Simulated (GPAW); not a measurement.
Runs of GPAW 26.7.0 on MgSe. The structure is cubic, space group Fm-3m (No. 225). The conventional cell has a = 5.451 Å, b = 5.451 Å, c = 5.451 Å, α = 90.00°, β = 90.00°, γ = 90.00°. Se (site symmetry m-3m) is surrounded by 6 Mg at 2.73 Å. Mg (site symmetry m-3m) is surrounded by 6 Se at 2.73 Å. 

| task | level | potentials or basis | band path | band points | gap on the mesh (eV) | pressure (GPa) | V0 of scaled cells (Å³/atom) | B0 (GPa) |
| --- | --- | --- | --- | --- | --- | --- | --- | --- |
| band structure | LDA | the program's PAW data sets (release 1.2.1) made for this functional, pw | GXWKGLUWLK,UX | 60 | 1.66 | -2.1 | - | - |
| equation of state | PBEsol | PAW data sets generated in the run's folder for this functional, pw | - | - | - | - | 20.25 | 65 |
| equation of state | LDA | the program's PAW data sets (release 1.2.1) made for this functional, pw | - | - | - | - | 19.61 | (a) |
| band structure | r2SCAN | GPAW PAW data sets (gpaw-data 1.2.1), pw | GXWKGLUWLK,UX | 60 | (c) | (b) | - | - |

Alike in all rows: no spin polarisation; cell as given; k mesh 8 × 8 × 8; cutoff (eV) 800; smearing fermi-dirac 0.05 eV.

Estimate the missing entries.

(a) 69; (b) 0.9; (c) 2.51.

Caveats: the PAW data sets were made with another functional, which shifts forces and pressure a little (some runs).

A k mesh can miss the band edges, and the runs leave out spin-orbit coupling on Se.
